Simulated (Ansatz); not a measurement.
A relaxed cell of Al2Cu is given with its symmetry left out. The cell was found from a structure generator's guess, not taken from experiment.

All numbers below come from Ansatz 0.2.0, DFT PBE, scalar-relativistic, plane waves, PAW. Cutoff 420 eV, Γ-centred mesh, Gaussian smearing, no spin polarisation.

```yaml
crystal:
  lattice:
    - [2.80303, 0.00000, 0.00000]
    - [0.00000, 2.83587, 0.00000]
    - [-1.47458, 0.00000, 5.73907]
  atoms:
    - { symbol: Al, position: [0.64883, 0.50000, 0.29119] }
    - { symbol: Al, position: [0.35117, 0.50000, 0.70881] }
    - { symbol: Cu, position: [0.00000, 0.00000, 0.00000] }
```

The zero of energy is the elements' standard structures at the same level; no fitted shifts are applied.

**Question.** Find its symmetry and describe it.

**Answer.** P2/m (No. 10). Conventional cell: a = 2.803 Å, b = 2.836 Å, c = 5.891 Å, β = 103.0°. Al is surrounded by 4 Cu at 2.59–2.61 Å, 6 Al at 2.75–2.84 Å and 1 Al at 3.34 Å; Cu is surrounded by 8 Al at 2.59–2.61 Å and 4 Cu at 2.80–2.84 Å.

**Question.** What is its formation energy per atom?

**Answer.** −0.11 eV/atom. It lies below the elements, which doesn't yet make it stable against other compounds or structures.

**Question.** Is it a metal?

**Answer.** Yes, bands cross the Fermi level on the 16×16×8 mesh.

The last run used a 16×16×8 mesh (in the run's order of axes) for its 3-atom cell and Gaussian smearing of 0.10 eV. This cell was reached by moving the atoms of another relaxed cell at random and relaxing again, last within the group found; it had no such test of its own.
